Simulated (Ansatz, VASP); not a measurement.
## Two plane-wave programs on TiO2

```xyz
12
Lattice="4.8127 0.0000 0.0000 0.0000 4.8719 0.0000 -0.8629 0.0000 4.9666" Properties=species:S:1:pos:R:3 pbc="T T T"
Ti    1.1513    0.2573    1.0586
Ti    3.2300    2.6932    1.4247
Ti    2.7985    4.6146    3.9080
Ti    0.7198    2.1787    3.5419
O    -0.4276    0.8622    4.2293
O     3.9459    3.2981    3.2206
O     4.3774    4.0097    0.7373
O     0.0039    1.5738    1.7460
O     1.7406    3.6911    2.3183
O     2.6406    1.2552    0.1650
O     2.2092    1.1808    2.6483
O     1.3092    3.6167    4.8016
```

The cell comes from a database or a generator and needn't be the stable form of this composition.

Alike in both runs: task single point; functional PBE; k mesh 6 × 6 × 6; occupations fermi-dirac, width 0.05 eV; no spin polarisation.

|  | VASP | Ansatz |
| --- | --- | --- |
| version | VASP 6.6.1 | Ansatz 0.2.0 |
| potentials or method | VASP PAW PBE potentials, release 64 (Ti_sv, O) | Ansatz PAW |
| plane-wave cutoff (eV) | 520 | 420 |
| valence electrons in the cell | 96 | 96 |

```tsv
	VASP	Ansatz	Ansatz less VASP
gap on the k mesh at the Fermi level (eV)	2.28	2.30	+0.020
least direct gap on the mesh (eV)	2.35	2.37	+0.019
pressure (GPa)	4.9	4.1	-0.82
largest component of the traceless stress (GPa)	0.09	0.13	+0.042
rms of the force components (eV/Å)	0.047	0.051	+0.0039
```

Atom by atom the forces differ by 0.022 eV/Å (rms over components).

Caveats: the pressure holds a Pulay correction of +0.8 GPa for the finite cutoff (Ansatz). A k mesh can miss the band edges. A hybrid or GW would open this gap; PBE tends to underestimate it.
